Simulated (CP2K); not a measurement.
**ZnSe and the effect of the choice of potentials or basis**

The structure is cubic, space group F-43m (No. 216). The conventional cell has a = 5.668 Å, b = 5.668 Å, c = 5.668 Å, α = 90.00°, β = 90.00°, γ = 90.00°. Around Se (site symmetry -43m) lie 4 Zn at 2.45 Å. Zn (site symmetry -43m) has 4 Se at 2.45 Å as nearest neighbours.

Kept alike: task single point; functional PBE; k mesh 8 × 8 × 8; occupations fermi-dirac, width 0.05 eV; no spin polarisation. Program: CP2K. The mesh is that of the run's cell of 2 atoms. No spin-orbit coupling.

| choice of potentials or basis | band gap (eV) | pressure (GPa) |
| --- | --- | --- |
| GTH_POTENTIALS Se GTH-BLYP-q6, Zn GTH-BLYP-q12; DZVP-MOLOPT-SR-GTH basis | 1.220 | 2.29 |
| GTH_POTENTIALS Se GTH-PADE-q6, Zn GTH-PADE-q12; DZVP-MOLOPT-SR-GTH basis (made for LDA) | 1.372 | 1.39 |
| GTH_POTENTIALS Se GTH-PBE-q6, Zn GTH-PBE-q12; DZVP-MOLOPT-SR-GTH basis | 1.304 | 2.84 |
| POTENTIAL_UZH Se GTH-PBE0-q6, Zn GTH-PBE0-q12; DZVP-MOLOPT-SR-GTH basis | 1.526 | 3.79 |
| POTENTIAL_UZH Se GTH-SCAN-q6, Zn GTH-SCAN-q12; DZVP-MOLOPT-SR-GTH basis | 1.508 | 2.71 |

Pressure is positive in compression. Spin-orbit coupling, left out here, moves the band edges of heavy atoms and can close or invert small gaps. A gap read on the mesh alone can miss an edge between its points.

Question: What does the choice of potentials or basis change here?

Answer: The band gap runs from 1.220 (GTH_POTENTIALS Se GTH-BLYP-q6, Zn GTH-BLYP-q12; DZVP-MOLOPT-SR-GTH basis) to 1.526 eV (POTENTIAL_UZH Se GTH-PBE0-q6, Zn GTH-PBE0-q12; DZVP-MOLOPT-SR-GTH basis). The pressure runs from 1.39 (GTH_POTENTIALS Se GTH-PADE-q6, Zn GTH-PADE-q12; DZVP-MOLOPT-SR-GTH basis (made for LDA)) to 3.79 GPa (POTENTIAL_UZH Se GTH-PBE0-q6, Zn GTH-PBE0-q12; DZVP-MOLOPT-SR-GTH basis).
